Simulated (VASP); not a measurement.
# Lu (P6_3/mmc) in VASP: further runs

One crystal, Lu, is run at these levels: r2SCAN; tasks: relaxation of shape and atoms at fixed volume.

Program: VASP 6.6.1. These are calculated values, not measurements. Logs are shortened: lines on timing, memory, paths and dates and some standing lists are left out, and cuts for length are marked.

## (1) The crystal as given

It takes space group P6_3/mmc (No. 194, hexagonal). The conventional cell has a = 3.514 Å, b = 3.514 Å, c = 5.460 Å, α = 90.00°, β = 90.00°, γ = 120.00°. Around Lu (site symmetry -6m2) lie 12 Lu at 3.40 to 3.51 Å.

## (2) Relaxation of shape and atoms at fixed volume, r2SCAN (a relaxed cell with its volume scaled by 0.94)

Input file INCAR:

```
SYSTEM = Lu
ALGO = Normal
EDIFF = 1E-7
EDIFFG = -0.01
ENCUT = 600
IBRION = 2
ISIF = 4
ISMEAR = 1
LASPH = .TRUE.
LCHARG = .FALSE.
LMIXTAU = .TRUE.
LREAL = .FALSE.
LWAVE = .FALSE.
METAGGA = R2SCAN
NELM = 80
NSW = 40
PREC = Accurate
SIGMA = 0.1
```

Input file KPOINTS:

```
k-points
0
G
  12 12 7
  0 0 0
```

Input file POSCAR:

```
Lu                                      
1.0
    3.4417847530      0.0000000000     -0.0000000000
   -1.7208923765      2.9806730304      0.0000000000
   -0.0000000000      0.0000000000      5.3488236749
  Lu            
     2
Direct
     0.3333333332999970    0.6666666667000030    0.2500000000000000
     0.6666666667000030    0.3333333332999970    0.7500000000000000
```

Potentials or basis: VASP PAW PBE potentials, release 64 (Lu).

The run is started by

```bash
> cat potpaw_PBE.64/Lu/POTCAR > POTCAR
> mpirun -np 1 vasp_std > vasp.out
```

OUTCAR:

```text
SYSTEM = Lu
   EDIFF = 1E-7
   EDIFFG = -0.01
   ENCUT = 600
   IBRION = 2
   ISIF = 4
   ISMEAR = 1
   LASPH = .TRUE.
   LREAL = .FALSE.
   METAGGA = R2SCAN
   NELM = 80
   NSW = 40
   PREC = Accurate

 ion  position               nearest neighbor table
   1  0.333  0.667  0.250-   2 3.33   2 3.33   2 3.33   2 3.33   2 3.33   2 3.33
   2  0.667  0.333  0.750-   1 3.33   1 3.33   1 3.33   1 3.33   1 3.33   1 3.33

  LATTYP: Found a hexagonal cell.
 ALAT       =     3.4417847530
 C/A-ratio  =     1.5540843076

  Lattice vectors:

 A1 = (   3.4417847530,   0.0000000000,   0.0000000000)
 A2 = (  -1.7208923765,   2.9806730304,   0.0000000000)
 A3 = (   0.0000000000,   0.0000000000,   5.3488236749)

Analysis of symmetry for initial positions (statically):
=====================================================================
 Subroutine PRICEL returns:
 Original cell was already a primitive cell.

 Routine SETGRP: Setting up the symmetry group for a
 hexagonal supercell.

 Subroutine GETGRP returns: Found 24 space group operations
 (whereof 12 operations were pure point group operations)
 out of a pool of 24 trial point group operations.

The static configuration has the point symmetry D_3d.
 The point group associated with its full space group is D_6h.

Analysis of symmetry for dynamics (positions and initial velocities):
=====================================================================
 Subroutine PRICEL returns:
 Original cell was already a primitive cell.

 Routine SETGRP: Setting up the symmetry group for a
 hexagonal supercell.

 Subroutine GETGRP returns: Found 24 space group operations
 (whereof 12 operations were pure point group operations)
 out of a pool of 24 trial point group operations.

The dynamic configuration has the point symmetry D_3d.
 The point group associated with its full space group is D_6h.

 Subroutine INISYM returns: Found 24 space group operations
 (whereof 12 operations are pure point group operations),
 and found     1 'primitive' translations

----------------------------------------------------------------------------------------

                                     Primitive cell

  volume of cell :      54.8727

  direct lattice vectors                    reciprocal lattice vectors
     3.441784753  0.000000000  0.000000000     0.290546932  0.167747349  0.000000000
    -1.720892376  2.980673030  0.000000000     0.000000000  0.335494699  0.000000000
     0.000000000  0.000000000  5.348823675     0.000000000  0.000000000  0.186956995

  length of vectors
     3.441784753  3.441784753  5.348823675     0.335494699  0.335494699  0.186956995

  position of ions in fractional coordinates (direct lattice)
     0.333333333  0.666666667  0.250000000
     0.666666667  0.333333333  0.750000000

  ion indices of the primitive-cell ions
   primitive index   ion index
                 1           1
                 2           2

----------------------------------------------------------------------------------------

 KPOINTS: k-points

Automatic generation of k-mesh.
 Grid dimensions read from file:
 generate k-points for:   12   12    7

 Generating k-lattice:

  Cartesian coordinates                     Fractional coordinates (reciprocal lattice)
     0.024212244  0.013978946  0.000000000     0.083333333 -0.000000000  0.000000000
     0.000000000  0.027957892  0.000000000     0.000000000  0.083333333  0.000000000
     0.000000000  0.000000000  0.026708142     0.000000000  0.000000000  0.142857143

  Length of vectors
     0.027957892  0.027957892  0.026708142

  Shift w.r.t. Gamma in fractional coordinates (k-lattice)
[... 48 lines left out ...]
   LSORBIT =      F    spin-orbit coupling
   LASPH  =      T    aspherical Exc in radial PAW
   ENCUT  =  600.0 eV  44.10 Ry    6.64 a.u.   6.87  6.87 10.68*2*pi/ulx,y,z
   NELM   =     80;   NELMIN=  2; NELMDL= -5     # of ELM steps
   EDIFF  = 0.1E-06   stopping-criterion for ELM
   LREAL  =      F    real-space projection
   EDIFFG = -.1E-01   stopping-criterion for IOM
   NSW    =     40    number of steps for IOM
   IBRION =      2    ionic relax: 0-MD 1-quasi-New 2-CG
   NFREE  =      1    steps in history (QN), initial steepest desc. (CG)
   ISIF   =      4    stress and relaxation
   ISYM   =      2    0-nonsym 1-usesym 2-fastsym
   POTIM  = 0.5000    time-step for ionic-motion
   TEBEG  =    0.0;   TEEND  =   0.0 temperature during run
   PSTRESS=    0.0 pullay stress
   NELECT =      50.0000    total number of electrons
   NUPDOWN=      -1.0000    fix difference up-down
   EMIN   =  10.00;   EMAX   =-10.00  energy-range for DOS
   EFERMI =   0.00;   METHOD = LEGACY
   ISMEAR =     1;   SIGMA  =   0.10  broadening in eV -4-tet -1-fermi 0-gaus
   EFERMI_NEDOS =   21; number of points for ismear=-14 and -15
   IALGO  =     38    algorithm
   IMIX   =      4    mixing-type and parameters
     AMIX     =   0.40;   BMIX     =  1.00
     AMIX_MAG =   1.60;   BMIX_MAG =  1.00
  volume/ion in A,a.u.               =      27.44       185.15
  Fermi-wavevector in a.u.,A,eV,Ry     =   1.587131  2.999242 34.272861  2.518984
  Thomas-Fermi vector in A             =   2.686336
   LORBIT       =      0    0 simple, 1 ext, 2 COOP (PROOUT), +10 PAW based schemes
   METAGGA = R2SCAN    functional components
   LHFCALC =     F    Hartree Fock is set to
   AEXX    =    0.0000 exact exchange contribution
   IVDW    =     0    specifies the selected vdW correction
   LEPSILON=     F    determine dielectric tensor
   LRPA    =     F    only Hartree local field effects (RPA)
 conjugate gradient relaxation of ions
 non-spin polarized calculation
 Methfessel and Paxton  Order N= 1 SIGMA  =   0.10
  energy-cutoff  :      600.00
  volume of cell :       54.87
 maximum number of plane-waves:      1858
 NGX is ok and might be reduce to    28
   NGX = 13   NGY = 13   NGZ = 21

--------------------------------------- Ionic step        1  -------------------------------------------

 number of electron      50.0000000 magnetization

 Free energy of the ion-electron system (eV)
  ---------------------------------------------------
  ext. energy  EPLUGINS =         0.00000000
  ---------------------------------------------------
  free energy    TOTEN  =       -76.08038626 eV

  energy without entropy =      -76.07975609  energy(sigma->0) =      -76.08017620

------------------------ aborting loop because EDIFF is reached ----------------------------------------

  FORCE on cell =-STRESS in cart. coord.  units (eV):
  Direction    XX          YY          ZZ          XY          YZ          ZX
  --------------------------------------------------------------------------------------
  -------------------------------------------------------------------------------------
  Total        1.1695961      1.1695961      1.0960425      0.0000000      0.0000000     -0.0000000
  in kB       34.1499584     34.1499584     32.0023325      0.0000000      0.0000000     -0.0000000
  external PRESSURE =      33.4340831 kB  Pullay stress =       0.0000000 kB

 VOLUME and BASIS-vectors are now :
 -----------------------------------------------------------------------------
  energy-cutoff  :      600.00
  volume of cell :       54.87
      direct lattice vectors                 reciprocal lattice vectors
     3.441784753  0.000000000  0.000000000     0.290546932  0.167747349  0.000000000
    -1.720892376  2.980673030  0.000000000     0.000000000  0.335494699  0.000000000
     0.000000000  0.000000000  5.348823675     0.000000000  0.000000000  0.186956995

 POSITION                                       TOTAL-FORCE (eV/Angst)
 -----------------------------------------------------------------------------------
     -0.00000      1.98712      1.33721         0.000000      0.000000      0.000000
      1.72089      0.99356      4.01162        -0.000000     -0.000000      0.000000
 -----------------------------------------------------------------------------------
    total drift:                               -0.000000      0.000000     -0.000000

  FREE ENERGIE OF THE ION-ELECTRON SYSTEM (eV)
  ---------------------------------------------------
  free  energy   TOTEN  =       -76.0803862607 eV

  energy  without entropy=      -76.0797560879  energy(sigma->0) =      -76.08017620

--------------------------------------- Ionic step        2  -------------------------------------------

 number of electron      50.0000001 magnetization

 Free energy of the ion-electron system (eV)
  ---------------------------------------------------
  ext. energy  EPLUGINS =         0.00000000
  ---------------------------------------------------
  free energy    TOTEN  =       -76.08044057 eV

  energy without entropy =      -76.07979433  energy(sigma->0) =      -76.08022516

 E-fermi :   2.4035     XC(G=0): -11.9203

 val. band max:        2.4031589843   @ k =   0.4167   0.0000   0.4286
 cond. band min:       2.4171012634   @ k =   0.1667   0.0833   0.0000
 fundamental gap:      0.0139422792
 Fermi energy:         2.4035473804

 k-point     1 :       0.0000    0.0000    0.0000
  band No.  band energies     occupation
      1     -55.3491      2.00000
      2     -55.2971      2.00000
      3     -25.7336      2.00000
      4     -25.1855      2.00000
      5     -25.1854      2.00000
      6     -25.0798      2.00000
[... 781 lines left out ...]
     29       4.9310      0.00000
     30       7.4166      0.00000

 [... further k-points ...]
[... 5 lines left out ...]
  --------------------------------------------------------------------------------------
  -------------------------------------------------------------------------------------
  Total        1.1530713      1.1530713      1.1307090      0.0000000      0.0000000      0.0000000
  in kB       33.6674648     33.6674648     33.0145286      0.0000000      0.0000000      0.0000000
  external PRESSURE =      33.4498194 kB  Pullay stress =       0.0000000 kB

 VOLUME and BASIS-vectors are now :
 -----------------------------------------------------------------------------
  energy-cutoff  :      600.00
  volume of cell :       54.87
      direct lattice vectors                 reciprocal lattice vectors
     3.443821443  0.000000000 -0.000000000     0.290375101  0.167648143  0.000000000
    -1.721910722  2.982436856  0.000000000     0.000000000  0.335296286  0.000000000
    -0.000000000  0.000000000  5.342498912     0.000000000  0.000000000  0.187178325

 POSITION                                       TOTAL-FORCE (eV/Angst)
 -----------------------------------------------------------------------------------
     -0.00000      1.98829      1.33562         0.000000     -0.000000      0.000000
      1.72191      0.99415      4.00687        -0.000000      0.000000      0.000000
 -----------------------------------------------------------------------------------
    total drift:                               -0.000000      0.000000     -0.000000

  FREE ENERGIE OF THE ION-ELECTRON SYSTEM (eV)
  ---------------------------------------------------
  free  energy   TOTEN  =       -76.0804405699 eV

  energy  without entropy=      -76.0797943329  energy(sigma->0) =      -76.08022516

 reached required accuracy - stopping structural energy minimisation
```

It took 19 min on 1 thread of Intel Xeon Platinum 8488C (Sapphire Rapids), shared host; peak memory 0.29 GiB.

What came out:

```
Free energy               : -76.0804 eV
Energy gained by relaxing : 0.0 meV/atom
Ionic steps               : 2
Pressure after relaxing   : 3.3 GPa
Band gap on the k mesh    : none (metal or under the smearing width)
```

Final structure:
```
Lu
1.0
     3.44382    0.00000    0.00000
    -1.72191    2.98244    0.00000
     0.00000    0.00000    5.34250
Lu
2
Direct
  0.33333 0.66667 0.25000
  0.66667 0.33333 0.75000
```

Caveat: the PAW data sets were made with another functional, which shifts forces and pressure a little. The run has no spin-orbit coupling, so splittings on Lu are missing.

## (3) Relaxation of shape and atoms at fixed volume, r2SCAN (a relaxed cell with its volume scaled by 0.96)

INCAR is that of step 2.

KPOINTS is that of step 2.

Input file POSCAR:

```
Lu                                      
1.0
    3.4660234724      0.0000000000     -0.0000000000
   -1.7330117362      3.0016643772      0.0000000000
   -0.0000000000      0.0000000000      5.3864926884
  Lu            
     2
Direct
     0.3333333332999970    0.6666666667000030    0.2500000000000000
     0.6666666667000030    0.3333333332999970    0.7500000000000000
```

Potentials or basis: VASP PAW PBE potentials, release 64 (Lu).

The run is started by

```bash
> cat potpaw_PBE.64/Lu/POTCAR > POTCAR
> mpirun -np 1 vasp_std > vasp.out
```

Run time: 16 min. Hardware: 1 thread of Intel Xeon Platinum 8488C (Sapphire Rapids), shared host; peak memory 0.3 GiB.

The run converged. Its results:

```yaml
Free_energy: -76.1017 eV
Energy_gained_by_relaxing: 0.0 meV/atom
Ionic_steps: 2
Pressure_after_relaxing: 2.1 GPa
Band_gap_on_the_k_mesh: none (metal or under the smearing width)
```

Final structure:
```cif
data_structure
_symmetry_space_group_name_H-M 'P 1'
_symmetry_Int_Tables_number 1
_cell_length_a 3.4679
_cell_length_b 3.4679
_cell_length_c 5.3807
_cell_angle_alpha 90.000
_cell_angle_beta 90.000
_cell_angle_gamma 120.000
_cell_volume 56.04
loop_
_atom_site_label
_atom_site_type_symbol
_atom_site_fract_x
_atom_site_fract_y
_atom_site_fract_z
_atom_site_occupancy
Lu1 Lu 0.33333 0.66667 0.25000 1
Lu2 Lu 0.66667 0.33333 0.75000 1
```

Levels at points of the mesh, in eV from the Fermi level:
| k point | band 22 | band 23 | band 24 | band 25 | band 26 | band 27 | band 28 | band 29 |
| --- | --- | --- | --- | --- | --- | --- | --- | --- |
| (0.00, 0.00, 0.00) | -4.97 | -4.96 | -2.47 | 0.72 | 2.45 | 2.45 | 3.02 | 3.30 |
| (0.50, 0.00, 0.00) | -4.97 | -2.42 | -1.49 | -0.91 | -0.43 | 1.83 | 2.09 | 2.73 |

Caveat: the PAW data sets were made with another functional, which shifts forces and pressure a little. The run has no spin-orbit coupling, so splittings on Lu are missing.

## (4) Relaxation of shape and atoms at fixed volume, r2SCAN (a relaxed cell with its volume scaled by 0.98)

INCAR is that of step 3.

KPOINTS is that of step 3.

Input file POSCAR:

```
Lu                                      
1.0
    3.4899278379      0.0000000000     -0.0000000000
   -1.7449639190      3.0223661650      0.0000000000
   -0.0000000000      0.0000000000      5.4236420877
  Lu            
     2
Direct
     0.3333333332999970    0.6666666667000030    0.2500000000000000
     0.6666666667000030    0.3333333332999970    0.7500000000000000
```

The run is started by

```bash
> cat potpaw_PBE.64/Lu/POTCAR > POTCAR
> mpirun -np 1 vasp_std > vasp.out
```

Run time: 14 min. Hardware: 1 thread of Intel Xeon Platinum 8488C (Sapphire Rapids), shared host; peak memory 0.3 GiB.

Results (log left out):

- Free energy: -76.1144 eV
- Energy gained by relaxing: 0.0 meV/atom
- Ionic steps: 2
- Pressure after relaxing: 1.0 GPa
- Band gap on the k mesh: none (metal or under the smearing width)

Final structure:
```
Lu
1.0
     3.49120    0.00000    0.00000
    -1.74560    3.02347    0.00000
     0.00000    0.00000    5.41969
Lu
2
Direct
  0.33333 0.66667 0.25000
  0.66667 0.33333 0.75000
```

Levels at points of the mesh, in eV from the Fermi level:
| k point | band 21 | band 22 | band 23 | band 24 | band 25 | band 26 | band 27 | band 28 | band 29 | band 30 |
| --- | --- | --- | --- | --- | --- | --- | --- | --- | --- | --- |
| (0.00, 0.00, 0.00) | -5.03 | -5.01 | -5.00 | -2.43 | 0.64 | 2.44 | 2.44 | 2.99 | 3.27 | 3.27 |
| (0.50, 0.00, 0.00) | -5.03 | -5.01 | -2.41 | -1.46 | -0.87 | -0.44 | 1.79 | 2.09 | 2.68 | 6.63 |

Caveat: the PAW data sets were made with another functional, which shifts forces and pressure a little.

(Continued in part 2 of 2.)
